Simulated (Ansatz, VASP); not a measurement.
# Te2Mo: VASP beside Ansatz

```
Te Mo
1.0
     3.49637    0.00000    0.00000
    -1.74819    3.02795    0.00000
     0.00000    0.00000   33.27029
Te Mo
2 1
Direct
  0.33333 0.66667 0.44537
  0.33333 0.66667 0.55463
  0.66667 0.33333 0.50000
```

Alike in both runs: task single point; functional PBE; dispersion D3(BJ); k mesh 6 × 6 × 1; occupations gaussian, width 0.1 eV; no spin polarisation.

```csv
,VASP,Ansatz
version,VASP 6.6.1,Ansatz 0.2.0
potentials or method,"VASP PAW PBE potentials, release 64 (Te, Mo_sv)","scalar-relativistic, plane waves, PAW"
plane-wave cutoff (eV),520,420
valence electrons in the cell,26,46
```

```csv
,VASP,Ansatz,Ansatz less VASP
gap on the k mesh at the Fermi level (eV),1.20,1.20,+0.001
least direct gap on the mesh (eV),1.20,1.20,+0.001
rms of the force components (eV/Å),0.022,0.016,-0.0060
```

The two sets of potentials don't hold the same shells in valence.

Caveats: spin-orbit coupling is left out, which moves the levels of the heavy elements. As with any semilocal functional, this PBE gap is likely too small.
